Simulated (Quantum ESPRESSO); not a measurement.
Wanted: an ASE script for a Quantum ESPRESSO 7.5 run.

- Task: single point
- Functional: RPBE
- Dispersion: D3
- Potentials or basis: GBRV 1.5 LDA
- Cutoff: 612 eV
- Density cutoff: 4898 eV
- k mesh: 9 × 9 × 5
- Occupations: fermi-dirac, width 0.2 eV
- Spin: no spin polarisation
- Mixing beta: 0.5
- Most SCF iterations: 120
- SCF threshold: 4e-10 Ry

The structure of Sc lies in Sc.xyz:

```xyz
2
Lattice="1.9172054900 -1.9172054900 -1.7176030000 1.9172054900 1.9172054900 -1.7176030000 3.8344109700 0.0000000000 3.4352060000" Properties=species:S:1:pos:R:3 pbc="T T T"
Sc     2.0067683384     -1.8078593045     -1.5425404193
Sc     3.7448481266     -0.1093461855     -0.1750625807
```

These files were run (other wordings do the same):

run.py

```python
import numpy as np
from ase.calculators.espresso import Espresso, EspressoProfile
from ase.io import read

atoms = read('Sc.xyz')

input_data = {
    'control': {'calculation': 'scf', 'prefix': 'pwscf', 'outdir': './tmp', 'tprnfor': True, 'tstress': True, 'disk_io': 'nowf'},
    'system': {'ecutwfc': 45.0, 'ecutrho': 360.0, 'nbnd': 18, 'input_dft': 'rpbe', 'occupations': 'smearing', 'smearing': 'fd', 'degauss': 0.01469973, 'vdw_corr': 'grimme-d3', 'dftd3_version': 3},
    'electrons': {'conv_thr': 4e-10, 'electron_maxstep': 120, 'mixing_beta': 0.5},
}
pseudopotentials = {'Sc': 'sc_lda_v1.uspp.F.UPF'}
profile = EspressoProfile(command='pw.x', pseudo_dir='pseudo')
dft = Espresso(profile=profile, input_data=input_data, pseudopotentials=pseudopotentials, kpts=(9, 9, 5), koffset=(0, 0, 0))
atoms.calc = dft

print(f'energy {atoms.get_potential_energy():.8f} eV')
print('forces (eV/A)')
print(np.round(atoms.get_forces(), 6))
print('stress (eV/A^3, Voigt)')
print(np.round(atoms.get_stress(), 8))
print(f'Fermi level {dft.get_fermi_level():.4f} eV')
```

Potentials or basis: GBRV 1.5 LDA.

The run is started by

```console
$ OMP_NUM_THREADS=1 python run.py
```

It gave:

```yaml
Pressure: 2.1 GPa
Largest_force: 1.420 eV/Å
Band_gap_on_the_k_mesh: none (metal or under the smearing width)
```

Caveat: the potentials were made for another functional, which shifts forces and pressure; pairwise dispersion overbinds metals, which lowers pressure and volume.

Wall time 61 s on 1 thread of AMD EPYC 9R14 (Zen 4), with other jobs on the host, peak memory 0.27 GiB.
